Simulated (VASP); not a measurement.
# BP (F-43m) in VASP: a series of runs, part 2 of 2

VASP 6.6.1. Earlier steps stand in the parts before.

## 5. Relaxation of cell and atoms, PBEsol

This run uses another cell than the first one, of 11.55 Å³/atom, 0.989 times its volume.

Input file INCAR:

```
  PREC = Accurate
  ENCUT = 600
  EDIFF = 1E-7
  ISMEAR = 0
  SIGMA = 0.03
  LREAL = False
  LASPH = True
  NELM = 80
  ALGO = Normal
  ISIF = 3
  LWAVE = False
  LCHARG = False
  GGA = PS
  IBRION = 2
  NSW = 90
  EDIFFG = -0.005
  KPAR = 4
```

Input file KPOINTS:

```
regular mesh
0
Gamma
  10 10 10
```

Input file POSCAR:

```
BP                                      
1.0
   -0.0000000000      2.2605516541      2.2605516541
    2.2605516541      0.0000000000      2.2605516541
    2.2605516541      2.2605516541      0.0000000000
  B               P             
     1     1
Direct
     0.0000000000000000    0.0000000000000000    0.0000000000000000
     0.2500000000000000    0.2500000000000000    0.2500000000000000
```

Potentials or basis: VASP PAW PBE potentials, release 64 (B, P).

Started as:

```sh
cat potpaw_PBE.64/B/POTCAR potpaw_PBE.64/P/POTCAR > POTCAR
mpirun -np 4 vasp_std > vasp.out
```

OUTCAR:

```text
PREC = Accurate
   ENCUT = 600
   EDIFF = 1E-7
   ISMEAR = 0
   LREAL = False
   LASPH = True
   NELM = 80
   ISIF = 3
   GGA = PS
   IBRION = 2
   NSW = 90
   EDIFFG = -0.005

 ion  position               nearest neighbor table
   1  0.000  0.000  0.000-   2 1.96   2 1.96   2 1.96   2 1.96
   2  0.250  0.250  0.250-   1 1.96   1 1.96   1 1.96   1 1.96

  LATTYP: Found a face centered cubic cell.
 ALAT       =     4.5211033082

  Lattice vectors:

 A1 = (   0.0000000000,   2.2605516541,   2.2605516541)
 A2 = (   2.2605516541,   0.0000000000,   2.2605516541)
 A3 = (   2.2605516541,   2.2605516541,   0.0000000000)

Analysis of symmetry for initial positions (statically):
=====================================================================
 Subroutine PRICEL returns:
 Original cell was already a primitive cell.

 Routine SETGRP: Setting up the symmetry group for a
 face centered cubic supercell.

 Subroutine GETGRP returns: Found 24 space group operations
 (whereof 24 operations were pure point group operations)
 out of a pool of 48 trial point group operations.

The static configuration has the point symmetry T_d .

Analysis of symmetry for dynamics (positions and initial velocities):
=====================================================================
 Subroutine PRICEL returns:
 Original cell was already a primitive cell.

 Routine SETGRP: Setting up the symmetry group for a
 face centered cubic supercell.

 Subroutine GETGRP returns: Found 24 space group operations
 (whereof 24 operations were pure point group operations)
 out of a pool of 48 trial point group operations.

The dynamic configuration has the point symmetry T_d .

 Subroutine INISYM returns: Found 24 space group operations
 (whereof 24 operations are pure point group operations),
 and found     1 'primitive' translations

----------------------------------------------------------------------------------------

                                     Primitive cell

  volume of cell :      23.1033

  direct lattice vectors                    reciprocal lattice vectors
     0.000000000  2.260551654  2.260551654    -0.221184948  0.221184948  0.221184948
     2.260551654  0.000000000  2.260551654     0.221184948 -0.221184948  0.221184948
     2.260551654  2.260551654  0.000000000     0.221184948  0.221184948 -0.221184948

  length of vectors
     3.196902808  3.196902808  3.196902808     0.383103568  0.383103568  0.383103568

  position of ions in fractional coordinates (direct lattice)
     0.000000000  0.000000000  0.000000000
     0.250000000  0.250000000  0.250000000

  ion indices of the primitive-cell ions
   primitive index   ion index
                 1           1
                 2           2

----------------------------------------------------------------------------------------

 KPOINTS: regular mesh

Automatic generation of k-mesh.
 Grid dimensions read from file:
 generate k-points for:   10   10   10

 Generating k-lattice:

  Cartesian coordinates                     Fractional coordinates (reciprocal lattice)
    -0.022118495  0.022118495  0.022118495     0.100000000  0.000000000  0.000000000
     0.022118495 -0.022118495  0.022118495     0.000000000  0.100000000  0.000000000
     0.022118495  0.022118495 -0.022118495     0.000000000  0.000000000  0.100000000

  Length of vectors
     0.038310357  0.038310357  0.038310357

  Shift w.r.t. Gamma in fractional coordinates (k-lattice)
     0.000000000  0.000000000  0.000000000

 Subroutine IBZKPT returns following result:
 ===========================================

 Found     47 irreducible k-points:

 Following reciprocal coordinates:
            Coordinates               Weight
  0.000000  0.000000  0.000000      1.000000
  0.100000  0.000000  0.000000      8.000000
  0.200000  0.000000  0.000000      8.000000
  0.300000  0.000000  0.000000      8.000000
  0.400000  0.000000  0.000000      8.000000
  0.500000  0.000000  0.000000      4.000000
[... 16 lines left out ...]
  0.300000  0.300000  0.000000      6.000000
  0.400000  0.300000  0.000000     24.000000
 [... further k-points ...]
   k-points           NKPTS =     47   k-points in BZ     NKDIM =     47   number of bands    NBANDS=      8
   number of dos      NEDOS =    301   number of ions     NIONS =      2
   total plane-waves  NPLWV =  21952
   dimension x,y,z NGX =    28 NGY =   28 NGZ =   28
   dimension x,y,z NGXF=    56 NGYF=   56 NGZF=   56
   ions per type =               1   1
   NGX,Y,Z   is equivalent  to a cutoff of  14.56, 14.56, 14.56 a.u.
   NGXF,Y,Z  is equivalent  to a cutoff of  29.12, 29.12, 29.12 a.u.
 SYSTEM =  unknown system
   PREC   = accura    normal or accurate (medium, high low for compatibility)
   ISTART =      0    job   : 0-new  1-cont  2-samecut
   ICHARG =      2    charge: 1-file 2-atom 10-const
   ISPIN  =      1    spin polarized calculation?
   LNONCOLLINEAR =      F non collinear calculations
   LSORBIT =      F    spin-orbit coupling
   LASPH  =      T    aspherical Exc in radial PAW
   ENCUT  =  600.0 eV  44.10 Ry    6.64 a.u.   6.39  6.39  6.39*2*pi/ulx,y,z
   NELM   =     80;   NELMIN=  2; NELMDL= -5     # of ELM steps
   EDIFF  = 0.1E-06   stopping-criterion for ELM
   LREAL  =      F    real-space projection
   EDIFFG = -.5E-02   stopping-criterion for IOM
   NSW    =     90    number of steps for IOM
   IBRION =      2    ionic relax: 0-MD 1-quasi-New 2-CG
   NFREE  =      1    steps in history (QN), initial steepest desc. (CG)
   ISIF   =      3    stress and relaxation
   ISYM   =      2    0-nonsym 1-usesym 2-fastsym
   POTIM  = 0.5000    time-step for ionic-motion
   TEBEG  =    0.0;   TEEND  =   0.0 temperature during run
   PSTRESS=    0.0 pullay stress
   NELECT =       8.0000    total number of electrons
   NUPDOWN=      -1.0000    fix difference up-down
   EMIN   =  10.00;   EMAX   =-10.00  energy-range for DOS
   EFERMI =   0.00;   METHOD = LEGACY
   ISMEAR =     0;   SIGMA  =   0.03  broadening in eV -4-tet -1-fermi 0-gaus
   EFERMI_NEDOS =   21; number of points for ismear=-14 and -15
   IALGO  =     38    algorithm
   IMIX   =      4    mixing-type and parameters
     AMIX     =   0.40;   BMIX     =  1.00
     AMIX_MAG =   1.60;   BMIX_MAG =  1.00
  volume/ion in A,a.u.               =      11.55        77.95
  Fermi-wavevector in a.u.,A,eV,Ry     =   1.149601  2.172431 17.981215  1.321582
  Thomas-Fermi vector in A             =   2.286270
   LORBIT       =      0    0 simple, 1 ext, 2 COOP (PROOUT), +10 PAW based schemes
   GGA     = PS    functional components
   LHFCALC =     F    Hartree Fock is set to
   AEXX    =    0.0000 exact exchange contribution
   IVDW    =     0    specifies the selected vdW correction
   LEPSILON=     F    determine dielectric tensor
   LRPA    =     F    only Hartree local field effects (RPA)
 conjugate gradient relaxation of ions
 non-spin polarized calculation
 Gauss-broadening in eV      SIGMA  =   0.03
  energy-cutoff  :      600.00
  volume of cell :       23.10
 maximum number of plane-waves:       785
 NGX is ok and might be reduce to    28
   NGX = 13   NGY = 13   NGZ = 13

 number of electron       8.0000000 magnetization

 Free energy of the ion-electron system (eV)
  ---------------------------------------------------
  ext. energy  EPLUGINS =         0.00000000
  ---------------------------------------------------
  free energy    TOTEN  =       -13.67526506 eV

  energy without entropy =      -13.67526506  energy(sigma->0) =      -13.67526506

 E-fermi :   7.6771     XC(G=0): -11.0930

 val. band max:        7.5378211394   @ k =   0.0000   0.0000   0.0000
 cond. band min:       8.6543108817   @ k =   0.4000   0.4000   0.0000
 fundamental gap:      1.1164897423
 Fermi energy:         7.6770830318

 k-point     1 :       0.0000    0.0000    0.0000
  band No.  band energies     occupation
      1      -8.0601      2.00000
      2       7.5378      2.00000
      3       7.5378      2.00000
      4       7.5378      2.00000
      5      10.9113      0.00000
      6      10.9113      0.00000
      7      10.9113      0.00000
      8      15.0509      0.00000
[... 243 lines left out ...]
 k-point    24 :       0.4000    0.3000    0.0000
  band No.  band energies     occupation
      1      -5.0798      2.00000
      2       1.3491      2.00000
      3       3.4067      2.00000
      4       3.9589      2.00000
      5       9.2412      0.00000
      6      11.0314      0.00000
      7      17.0650      0.00000
      8      17.0687      0.00000

 [... further k-points ...]

------------------------ aborting loop because EDIFF is reached ----------------------------------------

  FORCE on cell =-STRESS in cart. coord.  units (eV):
  Direction    XX          YY          ZZ          XY          YZ          ZX
  --------------------------------------------------------------------------------------
  -------------------------------------------------------------------------------------
  Total        0.0001758      0.0001758      0.0001758      0.0000000     -0.0000000      0.0000000
  in kB        0.0121920      0.0121920      0.0121920      0.0000000     -0.0000000      0.0000000
  external PRESSURE =       0.0121920 kB  Pullay stress =       0.0000000 kB

 VOLUME and BASIS-vectors are now :
 -----------------------------------------------------------------------------
  energy-cutoff  :      600.00
  volume of cell :       23.10
      direct lattice vectors                 reciprocal lattice vectors
     0.000000000  2.260551654  2.260551654    -0.221184948  0.221184948  0.221184948
     2.260551654  0.000000000  2.260551654     0.221184948 -0.221184948  0.221184948
     2.260551654  2.260551654  0.000000000     0.221184948  0.221184948 -0.221184948

 POSITION                                       TOTAL-FORCE (eV/Angst)
 -----------------------------------------------------------------------------------
      0.00000      0.00000      0.00000         0.000000     -0.000000      0.000000
      1.13028      1.13028      1.13028        -0.000000      0.000000     -0.000000
 -----------------------------------------------------------------------------------
    total drift:                               -0.000000     -0.000000      0.000000

  FREE ENERGIE OF THE ION-ELECTRON SYSTEM (eV)
  ---------------------------------------------------
  free  energy   TOTEN  =       -13.6752650567 eV

  energy  without entropy=      -13.6752650567  energy(sigma->0) =      -13.67526506

 reached required accuracy - stopping structural energy minimisation
```

OSZICAR:

```text
N       E                     dE             d eps       ncg     rms          rms(c)
DAV:   1     0.116715491335E+02    0.11672E+02   -0.44050E+03   752   0.101E+03
DAV:   2    -0.141089265713E+02   -0.25780E+02   -0.24297E+02  1144   0.117E+02
DAV:   3    -0.144069539063E+02   -0.29803E+00   -0.29803E+00   888   0.167E+01
DAV:   4    -0.144076602921E+02   -0.70639E-03   -0.70639E-03  1200   0.877E-01
DAV:   5    -0.144076606283E+02   -0.33615E-06   -0.33611E-06   904   0.141E-02    0.713E+00
DAV:   6    -0.137873468398E+02    0.62031E+00   -0.15687E+00   808   0.677E+00    0.385E+00
DAV:   7    -0.136848112220E+02    0.10254E+00   -0.28045E-01  1144   0.319E+00    0.121E+00
DAV:   8    -0.136750909765E+02    0.97202E-02   -0.27781E-02   824   0.113E+00    0.191E-01
DAV:   9    -0.136752040349E+02   -0.11306E-03   -0.48001E-04  1056   0.204E-01    0.103E-01
DAV:  10    -0.136752606220E+02   -0.56587E-04   -0.12279E-04   832   0.827E-02    0.208E-02
DAV:  11    -0.136752647376E+02   -0.41156E-05   -0.41573E-06  1120   0.186E-02    0.250E-02
DAV:  12    -0.136752650408E+02   -0.30319E-06   -0.14810E-06   864   0.733E-03    0.457E-03
DAV:  13    -0.136752650567E+02   -0.15965E-07   -0.29859E-08   400   0.160E-03
   1 F= -.13675265E+02 E0= -.13675265E+02  d E =-.136753E+02
```

CONTCAR:

```text
BP
   1.00000000000000
     0.0000000000000000    2.2605516540999999    2.2605516540999999
     2.2605516540999999    0.0000000000000000    2.2605516540999999
     2.2605516540999999    2.2605516540999999    0.0000000000000000
  B               P
     1     1
Direct
     0.0000000000000000    0.0000000000000000    0.0000000000000000
     0.2500000000000000    0.2500000000000000    0.2500000000000000

  0.00000000E+00  0.00000000E+00  0.00000000E+00
  0.00000000E+00  0.00000000E+00  0.00000000E+00
```

Run time: 6.2 s. Hardware: 4 MPI ranks of Intel Xeon Platinum 8488C (Sapphire Rapids), shared host; peak memory 0.14 GiB.

Results:

| Quantity | Value |
| --- | --- |
| Free energy | -13.6753 eV |
| Pressure after relaxing | 0.0 GPa |
| Band gap on the k mesh | 1.12 eV, indirect (least direct gap 3.37 eV) |

Final structure:
```yaml
crystal:
  lattice:
    - [0.00000, 2.26055, 2.26055]
    - [2.26055, 0.00000, 2.26055]
    - [2.26055, 2.26055, 0.00000]
  atoms:
    - { symbol: B, position: [0.00000, 0.00000, 0.00000] }
    - { symbol: P, position: [0.25000, 0.25000, 0.25000] }
```

Caveat: the relaxation stopped at its first step, so nothing moved; the PAW data sets were made with another functional, which shifts forces and pressure a little. A k mesh can miss the band edges.
